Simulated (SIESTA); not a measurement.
**AlNi3 in SIESTA: the effect of starting spin order**

Crystal: AlNi3.

```
Ni Al
1.0
     3.52305    0.00000    0.00000
     0.00000    3.52305    0.00000
     0.00000    0.00000    3.52305
Ni Al
3 1
Direct
  0.50000 0.50000 0.00000
  0.50000 0.00000 0.50000
  0.00000 0.50000 0.50000
  0.00000 0.00000 0.00000
```

The cell is a database's computed one.

Alike in all runs:

| Property | Result |
| --- | --- |
| Program | SIESTA 5.4.2 |
| Task | single point |
| Functional | PBEsol |
| Potentials or basis | PseudoDojo 0.4 standard (PBEsol files) |
| Basis | DZP (energy shift 0.003 Ry; two zetas on semicore shells) |
| Grid cutoff | 800 Ry |
| Energy shift | 0.003 Ry |
| k mesh | 8 × 8 × 8 |
| Occupations | fermi-dirac, width 0.05 eV |

Task: One run gave: energy over the lowest run 3.3 meV/atom; final net moment 0.00 μB; final largest site moment 0.00 μB. Which starting spin order did it use?
A. fm
B. nm
C. fm_larger
D. afm

Result: B.

| starting spin order | spin | starting moments | energy over the lowest run (meV/atom) | final net moment (μB) | final largest site moment (μB) |
| --- | --- | --- | --- | --- | --- |
| nm | collinear spin, zero start | [0.0, 0.0, 0.0, 0.0] μB | 3.3 | 0.00 | 0.00 |
| fm | collinear spin, ferromagnetic start | [1.0, 1.0, 1.0, 0.0] μB | 0.0 | 0.64 | 0.23 |
| fm_larger | collinear spin, fm_larger start | [2.5, 2.5, 2.5, 0.0] μB | 0.0 | 0.64 | 0.23 |
| afm | collinear spin, antiferromagnetic start | [1.0, -1.0, 1.0, 0.0] μB | 0.0 | 0.64 | 0.23 |

Runs at the PBE level aren't shown here.
